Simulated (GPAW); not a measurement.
HfN:

```
CELL_PARAMETERS angstrom
0.00000 2.45482 2.45482
2.45482 0.00000 2.45482
2.45482 2.45482 0.00000
ATOMIC_POSITIONS crystal
Hf 0.00000 0.00000 0.00000
N 0.25000 0.25000 0.25000
```

The cell comes from a database or a generator and needn't be the stable form of this composition.

```yaml
Program: GPAW 26.7.0
Task: relaxation of cell and atoms
Functional: PBEsol
Dispersion: D3(BJ)
Potentials_or_basis: PAW data sets generated in the run's folder for this functional
Cutoff: 800 eV
Basis: pw
k_mesh: 9 × 9 × 9
Occupations: fermi-dirac, width 0.05 eV
Spin: no spin polarisation
```

At the start: pressure -7.5 GPa; volume 14.79 Å³/atom.

Question: How do energy, volume and symmetry change on relaxing?

Answer: Over 3 steps the energy falls by 11.9 meV/atom and the volume is 14.23 Å³/atom (-3.8 %); space group F-43m (No. 216, to 0.05 Å).

Step by step:
| step | energy change (eV) | largest force (eV/Å) | pressure (GPa) | volume (Å³) |
| --- | --- | --- | --- | --- |
| 1 | 0.0000 | 0.0000 | -7.51 | 29.59 |
| 2 | -0.0155 | 0.0000 | -4.72 | 29.15 |
| 3 | -0.0238 | 0.0000 | 0.21 | 28.45 |

Final structure:
```cif
data_structure
_symmetry_space_group_name_H-M 'P 1'
_symmetry_Int_Tables_number 1
_cell_length_a 3.4268
_cell_length_b 3.4268
_cell_length_c 3.4268
_cell_angle_alpha 60.000
_cell_angle_beta 60.000
_cell_angle_gamma 60.000
_cell_volume 28.45
loop_
_atom_site_label
_atom_site_type_symbol
_atom_site_fract_x
_atom_site_fract_y
_atom_site_fract_z
_atom_site_occupancy
Hf1 Hf 0.00000 0.00000 0.00000 1
N1 N 0.25000 0.25000 0.25000 1
```

Caveat: later steps reuse the first step's grids; pairwise dispersion overbinds metals, which lowers pressure and volume.
